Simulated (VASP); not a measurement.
Here is a VASP 6.6.1 calculation.

Contents of INCAR:

```
SYSTEM = AlN
ALGO = Fast
EDIFF = 1E-6
EDIFFG = -0.002
ENCUT = 600
IBRION = 2
ISIF = 3
ISMEAR = 0
LASPH = .TRUE.
LCHARG = .FALSE.
LREAL = .FALSE.
LWAVE = .FALSE.
NELM = 100
NSW = 100
PREC = Accurate
SIGMA = 0.02
```

File KPOINTS:

```
k-points
0
G
  9 9 6
  0 0 0
```

File POSCAR:

```
AlN
1.0
    3.2736781706      0.0000000000      0.0000000000
   -1.6368390853      2.8350884595      0.0000000000
    0.0000000000      0.0000000000      4.1081445828
Al N
2 2
Direct
    0.3333333333      0.6666666667      0.7500000000
    0.6666666667      0.3333333333      0.2500000000
    0.3333333333      0.6666666667      0.2500000000
    0.6666666667      0.3333333333      0.7500000000
```

Potentials or basis: VASP PAW LDA potentials, release 64 (Al, N).

Launch:

```bash
$ cat potpaw_LDA.64/Al/POTCAR potpaw_LDA.64/N/POTCAR > POTCAR
$ mpirun -np 1 vasp_std > vasp.out
```

Task: Estimate the band gap on the k mesh.

Result: 3.61 eV, direct.

Task: Predict the relaxed cell.

Result: a = 3.279 Å, b = 3.279 Å, c = 4.102 Å, α = 90.00°, β = 90.00°, γ = 120.00°.

Task: Estimate the relaxed volume.

Result: 9.55 Å³/atom.

Task: What does it give for the space group after relaxing (to 0.05 Å)?

Result: P6_3/mmc (No. 194).

Step by step:
```csv
step,energy change (eV),largest force (eV/Å),pressure (GPa),volume (Å³)
1,0.0000,0.0000,0.51,38.13
2,-0.0001,0.0000,-0.61,38.30
3,-0.0002,0.0000,-0.14,38.23
4,-0.0003,0.0000,-0.05,38.21
5,-0.0003,0.0000,-0.01,38.20
```

Caveat: an odd mesh through Γ misses points on the zone boundary, where band edges often lie.
